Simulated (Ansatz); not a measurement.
Runs of Ansatz 0.2.0 on Cl. Symmetry: Cmce, No. 64, orthorhombic system. The conventional cell has a = 6.290 Å, b = 4.500 Å, c = 8.210 Å, α = 90.00°, β = 90.00°, γ = 90.00°. Around Cl (site symmetry m) lie 1 Cl at 2.02 Å. 

| task | level | cell | cutoff (eV) | smearing | points for each segment of the path | gap on the mesh (eV) | pressure (GPa) | largest force (eV/Å) |
| --- | --- | --- | --- | --- | --- | --- | --- | --- |
| band structure | r2SCAN | as given | 500 | fermi-dirac 0.05 eV | 14 | 2.87 | -0.7 | 0.20 |
| single point | PBE | as given | 420 | gaussian 0.022 eV | - | 2.49 | (b) | 0.10 |
| relaxation of cell and atoms | PBE | relaxed | 420 | fermi-dirac 0.05 eV | - | (c) | 0.0 | - |
| band structure | revPBE | as given | 420 | fermi-dirac 0.05 eV | 14 | 2.56 | 2.0 | 0.09 |
| band structure | RPBE | as given | 420 | fermi-dirac 0.05 eV | 14 | (a) | 2.4 | 0.10 |

Alike in all rows: potentials or basis Ansatz PAW; no spin polarisation; k mesh 7 × 7 × 4.

Estimate the missing entries.

(a) 2.58; (b) 0.7; (c) 2.30.

Caveats: the PAW data sets come from PBE, with cores solved anew for the run's functional, which leaves a small shift of forces and pressure (some runs); odd divisions of the mesh miss points on the zone boundary, where band edges often lie, so the gap on the mesh can be too wide (some runs); the plane-wave basis is chosen anew once the cell has moved, so the energies of steps on either side of that aren't comparable (some runs).

A k mesh can miss the band edges.
